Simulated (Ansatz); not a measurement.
# AgBr: elastic constants from stress and strain

```
CELL_PARAMETERS angstrom
0.00000 2.88605 2.88605
2.88605 0.00000 2.88605
2.88605 2.88605 0.00000
ATOMIC_POSITIONS crystal
Ag 0.50000 0.50000 0.50000
Br 0.00000 0.00000 0.00000
```

Atom numbers follow the list: Ag1, Br2.

The cell is COD entry 9011682, as deposited and not checked against the literature; nothing was relaxed.

Method: DFT, PBE, all-electron LAPW, scalar-relativistic in Ansatz 0.2.0.

Settings: a Γ-centred 7×7×7 k mesh, Fermi–Dirac smearing of 0.03 eV, basis error target 0.5 meV/atom, no spin polarisation.

The unstrained cell is at 1.52 GPa. Large strains and very small stresses are left out. Each strain is applied once, with fractional coordinates held (clamped ions), and σ below is the change of stress, positive in tension. One finite strain gives stress–strain coefficients at this pressure with an error of the order of the strain times third-order constants, a few per cent for each per cent of strain.

Question: With x and y strained by -2 %, z held, the run gives σxx = -2.44 GPa, σzz = -1.54 GPa and εxx = εyy = -0.0200. Which stiffness follows?

Answer: C12 = σzz/(2εxx) = 38 GPa and C11 + C12 = σxx/εxx = 122 GPa.

Question: What do those two numbers (x and y strained by -2 %, z held) give for C11, and is the cell stable to tetragonal shear?

Answer: C11 = 122 − 38 = 84 GPa and C11 − C12 = 46 GPa: positive, so stable to it.
